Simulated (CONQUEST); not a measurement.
**InP under changes of volume**

One of the cells (25.167 Å³/atom); the others are scaled copies at fixed shape and fractional positions:

```xyz
4
Lattice="4.1444 0.0000 0.0000 0.0000 4.1444 0.0000 0.0000 0.0000 5.8610" Properties=species:S:1:pos:R:3 pbc="T T T"
In    0.0000    0.0000    0.0000
In    2.0722    2.0722    2.9305
P     0.0000    2.0722    1.4652
P     2.0722    0.0000    4.3957
```

| Property | Result |
| --- | --- |
| Program | CONQUEST 1.3 |
| Functional | PBEsol |
| Potentials or basis | PseudoDojo NC PBEsol, DZP, grid of 40 × 40 × 60 points |
| k mesh | 7 × 7 × 5 |
| Occupations | fermi-dirac, width 0.05 eV |
| Spin | no spin polarisation |

```csv
volume (Å³/atom),energy over the lowest point (meV/atom),pressure (GPa),gap on the mesh (eV)
23.657,36.25,6.4,1.04
24.160,19.23,4.5,0.91
24.663,7.90,2.8,0.78
25.167,?,?,?
25.670,0.00,-0.2,0.55
26.173,2.56,-1.5,0.43
26.677,8.89,-2.5,0.32
```

Problem. What does the run at 25.167 Å³/atom give?

Solution. Energy over the lowest point 1.63 meV/atom; pressure 1.2 GPa; gap on the mesh 0.66 eV.

Worked out: A Birch-Murnaghan fit of order 3 (a polynomial in V^(-2/3)) to the other rows has its minimum at 25.61 Å³/atom with B0 = V·E''(V) = 68 GPa and B' = 4.1. It gives 1.63 meV/atom at 25.167 Å³/atom, against the run's 1.63, and -dE/dV = 1.2 GPa, against 1.2. A straight line through the other rows of the gap, of slope -5.98 eV per unit of ln V, gives 0.67 eV, against the run's 0.66.

Energies are extrapolated to zero smearing.

Caveats: spin-orbit coupling is left out, which moves the levels of the heavy elements; an odd mesh through Γ misses points on the zone boundary, where band edges often lie; the basis of atomic orbitals isn't converged, which shifts pressures, moduli and gaps; the real-space grid breaks the cell's symmetry a little (some runs).
